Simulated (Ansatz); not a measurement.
Equation of state of AgCl

```xyz
4
Lattice="1.8709 -5.5566 0.0000 1.8709 5.5566 0.0000 0.0000 0.0000 3.9240" Properties=species:S:1:pos:R:3 pbc="T T T"
Ag    1.8709    1.1496    2.9430
Ag    1.8709   -1.1496    0.9810
Cl    1.8709   -4.0613    0.9810
Cl    1.8709    4.0613    2.9430
```

Structure from Materials Project entry mp-570858 (possibly hypothetical), not relaxed further.

Levels of theory: DFT, PBE, all-electron LAPW, scalar-relativistic (Ansatz 0.2.0); DFT, PBE, PAW with Ansatz's default frozen-core files, scalar-relativistic (Ansatz 0.2.0).

For LAPW: a Γ-centred 9×9×8 k mesh, Fermi–Dirac smearing of 0.03 eV, basis error target 1 meV/atom, no spin polarisation. PAW takes a cutoff of 420 eV at this cell. The Ansatz runs share mesh, smearing and spin set-up. Plane-wave (PAW) pressures include the program's estimate of the Pulay term.

The cell above is scaled evenly, with fractional coordinates and shape held.

| V/V(cell) | V (Å³/atom) | P, LAPW (GPa) | P, PAW (GPa) | gap on the k mesh, LAPW (eV) |
| --- | --- | --- | --- | --- |
| 0.9400 | 19.173 | 5.72 | 5.72 | 0.49 |
| 0.9600 | 19.581 | 4.21 | 4.21 | 0.49 |
| 0.9800 | 19.989 | 2.88 | 2.88 | 0.49 |
| 0.9900 | 20.193 | 2.27 | 2.27 | 0.49 |
| 1.0000 | 20.397 | 1.70 | 1.69 | 0.49 |
| 1.0100 | 20.601 | 1.16 | 1.16 | 0.49 |
| 1.0200 | 20.805 | ? | ? | ? |
| 1.0400 | 21.213 | -0.27 | -0.27 | 0.50 |
| 1.0600 | 21.621 | -1.09 | -1.09 | 0.50 |

Fill in the row V/V(cell) = 1.0200.

P, LAPW (GPa) = 0.65, P, PAW (GPa) = 0.65, gap on the k mesh, LAPW (eV) = 0.49.

What do Birch–Murnaghan fits to the pressures give?

LAPW: V0 = 21.09 Å³/atom, B0 = 47 GPa, B0′ = 5.3; PAW: V0 = 21.09 Å³/atom, B0 = 47 GPa, B0′ = 5.3.

PAW's V0 lies -0.01 % from the all-electron value and its B0 0.0 %. With shape and internal coordinates held, B0 is an upper bound to the relaxed modulus.
